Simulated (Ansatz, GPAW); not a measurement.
Cu: 3 runs at one level of theory

```
Cu
1.0
    -1.44279    1.44279    1.37608
     1.44279   -1.44279    1.37608
     1.44279    1.44279   -1.37608
Cu
1
Direct
  0.00000 0.00000 0.00000
```

This isn't the form of Cu at room conditions, which is fcc.

Alike in all runs: task band structure; functional LDA; k mesh 13 × 13 × 13; occupations fermi-dirac, width 0.05 eV; no spin polarisation; no spin-orbit coupling. LDA stands for any of its common fits. Pressure is positive in compression and, in plane waves, holds the error of the finite cutoff, which Ansatz's Pulay term estimates and takes out.

| program and potentials | plane-wave cutoff (eV) | notes | pressure (GPa) |
| --- | --- | --- | --- |
| Ansatz, Ansatz PAW | 420 | potentials made for PBE, which Ansatz adapts in part; 19 valence electrons an atom on average; Pulay term of +0.11 GPa included | -7.78 |
| Ansatz, all-electron LAPW, scalar-relativistic | - | - | -7.80 |
| GPAW, the program's PAW data sets (release 1.2.1) made for this functional | 600 | 11 valence electrons an atom on average; this data set often lies off other programs | -6.52 |

The pressure spans -7.80 (Ansatz, all-electron LAPW, scalar-relativistic) to -6.52 GPa (GPAW, the program's PAW data sets (release 1.2.1) made for this functional), with all-electron results at -7.80.

The functional is the same throughout but for its coding, so the spread measures potentials, basis and numerics; runs on potential files found faulty are left out.
